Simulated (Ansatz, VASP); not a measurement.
**Au: VASP beside Ansatz**

File POSCAR:

```
Au
1.0
    0.0000000000      2.0615246536      2.0615246536
    2.0615246536      0.0000000000      2.0615246536
    2.0615246536      2.0615246536      0.0000000000
Au
1
Direct
    0.0000000000      0.0000000000      0.0000000000
```

File INCAR.step1:

```
SYSTEM = Au
ALGO     = Normal         ! electronic algorithm
EDIFF    = 1E-4           ! SCF threshold, eV
ENCUT    = 520            ! plane-wave cutoff, eV
GGA      = PE             ! functional
ISMEAR   = -1             ! smearing method
LASPH    = .TRUE.         ! aspherical terms in the spheres
LCHARG   = .FALSE.        ! write CHGCAR
LREAL    = .FALSE.        ! projectors in reciprocal space
LWAVE    = .TRUE.         ! write WAVECAR
NBANDS   = 12             ! bands
NELM     = 100            ! most SCF steps
PREC     = Accurate       ! precision mode
SIGMA    = 0.1            ! smearing width, eV
```

INCAR.step2

```
SYSTEM = Au
ALGO     = Normal         ! electronic algorithm
EDIFF    = 1E-6           ! SCF threshold, eV
ENCUT    = 520            ! plane-wave cutoff, eV
ISIF     = 2              ! what is computed and relaxed
ISMEAR   = -1             ! smearing method
ISTART   = 1            
LASPH    = .TRUE.         ! aspherical terms in the spheres
LCHARG   = .TRUE.         ! write CHGCAR
LELF     = .TRUE.         ! ELF
LMIXTAU  = .TRUE.       
LREAL    = .FALSE.        ! projectors in reciprocal space
LVHAR    = .TRUE.       
LWAVE    = .FALSE.        ! write WAVECAR
METAGGA  = R2SCAN         ! meta-GGA
NBANDS   = 12             ! bands
NELM     = 100            ! most SCF steps
PREC     = Accurate       ! precision mode
SIGMA    = 0.1            ! smearing width, eV
```

Contents of KPOINTS:

```
k-points
0
G
  3 3 3
  0 0 0
```

Input for Ansatz:

```yaml
crystal:
  lattice:
    - [0.0, 2.0615246536, 2.0615246536]
    - [2.0615246536, 0.0, 2.0615246536]
    - [2.0615246536, 2.0615246536, 0.0]
  atoms:
    - { symbol: Au, position: [0.0, 0.0, 0.0] }
hamiltonian:
  xc: r2scan
  pseudopotentials:
    kind: paw
    azcp:
      Au: "pseudopotentials/Au.paw.azcp"
basis:
  ecutwfc: 500
  fft_grid_basis: typed
kpoints:
  mp_grid: { grid: [3, 3, 3], shift: [0, 0, 0] }
magnetization:
  spin_polarized: false
scf:
  occupations: { method: fermi_dirac, width: 0.1 }
  lower_state_search: "off"
output:
  stress: true
```

Alike in both runs: task single point; functional r2SCAN; k mesh 3 × 3 × 3; occupations fermi-dirac, width 0.1 eV; no spin polarisation.

```csv
,VASP,Ansatz
version,VASP 6.6.1,Ansatz 0.2.0
potentials or method,"VASP PAW PBE potentials, release 64 (Au)","plane waves (500 eV) with PAW, scalar-relativistic"
plane-wave cutoff (eV),520,500
valence electrons in the cell,11,19
```

Ansatz gave:

| Property | Result |
| --- | --- |
| pressure (GPa) | -5.8 |

Question: What did VASP give for the same quantities?

Answer: Pressure (GPa): -5.5.

The functional is the same, so the differences come from potentials, cutoffs and numerics. The two sets of potentials don't hold the same shells in valence.

Caveats: the k mesh is coarse (spacing up to 0.88 Å⁻¹), so the values aren't converged; the PAW data sets were made with another functional, which shifts forces and pressure a little (VASP). The runs have no spin-orbit coupling, so splittings on Au are missing.
